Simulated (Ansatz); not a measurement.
**CuAu3 under changes of volume**

One of the cells (15.761 Å³/atom); the others are scaled copies at fixed shape and fractional positions:

```xyz
4
Lattice="3.9800 0.0000 0.0000 0.0000 3.9800 0.0000 0.0000 0.0000 3.9800" Properties=species:S:1:pos:R:3 pbc="T T T"
Au    1.9900    1.9900    0.0000
Au    1.9900    0.0000    1.9900
Au    0.0000    1.9900    1.9900
Cu    0.0000    0.0000    0.0000
```

| Property | Result |
| --- | --- |
| Program | Ansatz 0.2.0 |
| Functional | PBEsol |
| Potentials or basis | Ansatz PAW |
| Cutoff | 420 eV (not typed: the program's choice for these potentials) |
| k mesh | 7 × 7 × 7 |
| Occupations | fermi-dirac, width 0.05 eV |
| Spin | no spin polarisation |

```csv
volume (Å³/atom),energy over the lowest point (meV/atom),pressure (GPa)
14.816,28.39,11.5
15.131,10.57,6.8
15.446,?,?
15.761,0.00,-1.0
16.076,5.21,-4.2
16.392,16.27,-6.9
16.707,32.39,-9.3
```

Q: What does the run at 15.446 Å³/atom give?

A: Energy over the lowest point 1.47 meV/atom; pressure 2.6 GPa.

Worked out: A Birch-Murnaghan fit of order 3 (a polynomial in V^(-2/3)) to the other rows has its minimum at 15.67 Å³/atom with B0 = V·E''(V) = 175 GPa and B' = 5.7. It gives 1.47 meV/atom at 15.446 Å³/atom, against the run's 1.47, and -dE/dV = 2.6 GPa, against 2.6.

Energies are extrapolated to zero smearing.

Caveats: the PAW data sets come from PBE, with cores solved anew for the run's functional, which leaves a small shift of forces and pressure.
